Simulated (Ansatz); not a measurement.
# Cu2O: the cost of one run

Method: DFT PBE, scalar-relativistic, plane waves, PAW, in Ansatz 0.2.0.

The COD entry's cell or inner coordinates are ideal or old and differ from later refinements, so a difference from it is no clean test against experiment.

**1. The starting structure**

It takes space group Pn-3m (No. 224, cubic). The conventional cell has a = 4.260 Å, b = 4.260 Å, c = 4.260 Å, α = 90.00°, β = 90.00°, γ = 90.00°. Cu (site symmetry -3m) has 2 O at 1.84 Å as nearest neighbours. Around O (site symmetry -43m) lie 4 Cu at 1.84 Å.

Structure file:

```xyz
6
Lattice="4.2600 0.0000 0.0000 0.0000 4.2600 0.0000 0.0000 0.0000 4.2600" Properties=species:S:1:pos:R:3 pbc="T T T"
Cu    1.0650    1.0650    1.0650
Cu    1.0650    3.1950    3.1950
Cu    3.1950    3.1950    1.0650
Cu    3.1950    1.0650    3.1950
O     0.0000    0.0000    0.0000
O     2.1300    2.1300    2.1300
```

The structure rests on an entry of the Crystallography Open Database; cell or positions may have been set otherwise for this series.

**2. Phonons: Cu2O, no spin**

File input.yaml:

```yaml
crystal:
  lattice:
    - [4.26, 0.0, 0.0]
    - [0.0, 4.26, 0.0]
    - [0.0, 0.0, 4.26]
  atoms:
    - { symbol: Cu, position: [0.25, 0.25, 0.25] }
    - { symbol: Cu, position: [0.25, 0.75, 0.75] }
    - { symbol: Cu, position: [0.75, 0.75, 0.25] }
    - { symbol: Cu, position: [0.75, 0.25, 0.75] }
    - { symbol: O, position: [0.0, 0.0, 0.0] }
    - { symbol: O, position: [0.5, 0.5, 0.5] }
scf:
  occupations: { method: fixed }
output: {}
hamiltonian:
  xc: pbe
kpoints:
  mp_grid: { grid: [4, 4, 4] }
phonons:
  method: dfpt
  dielectric: true
  rigid_motions: translations
  eigenvectors: true
```

On the command line:

```sh
$ ansatz run input.yaml --threads 4 --pin off --max-ram 8192MiB --backend cpu --events-out ev --progress --plain --runs-dir out
```

Q: Estimate wall time and peak memory on 4 threads of Intel Xeon Platinum 8488C (Sapphire Rapids), shared host.

About 33 s, with a peak of 0.85 GiB.
